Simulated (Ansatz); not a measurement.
Crystal: P, fcc type, 1 atom in the cell.

Computed with PBE, plane waves, PAW datasets (generated soft set 1) (Ansatz 0.2.0 development build).

Cutoff 420 eV; k-mesh 48×48×48 Γ-centred; Fermi–Dirac smearing of 0.0612 eV; no spin polarisation.

What equilibrium volume, lattice constant and bulk modulus does this give?

V₀ = 14.555 Å³/atom (a₀ = 3.876 Å), B₀ = 92.2 GPa, B₀′ = 3.95. The points behind the fit:

```csv
V (Å³/atom),a (Å),E − E(min) (meV/atom),P (GPa)
13.712,3.7995,15.47,6.19
14.004,3.8262,6.37,3.84
14.296,3.8526,1.34,1.72
14.587,3.8786,0.00,-0.21
14.879,3.9043,1.98,-1.94
15.171,3.9297,6.98,-3.52
15.463,3.9547,14.72,-4.96
```

The published all-electron PBE values for this crystal (mean of FLEUR and WIEN2k, k-spacing 0.06 Å⁻¹; Bosoni et al., Nat. Rev. Phys. 6, 45 (2024)) are V₀ = 14.564 Å³/atom, B₀ = 92.2 GPa, B₀′ = 3.99.

The stress includes the program's correction for the finite plane-wave basis.

This cubic structure is a model: it isn't the usual form of the substance at ambient conditions, and such phases are metastable or hypothetical.
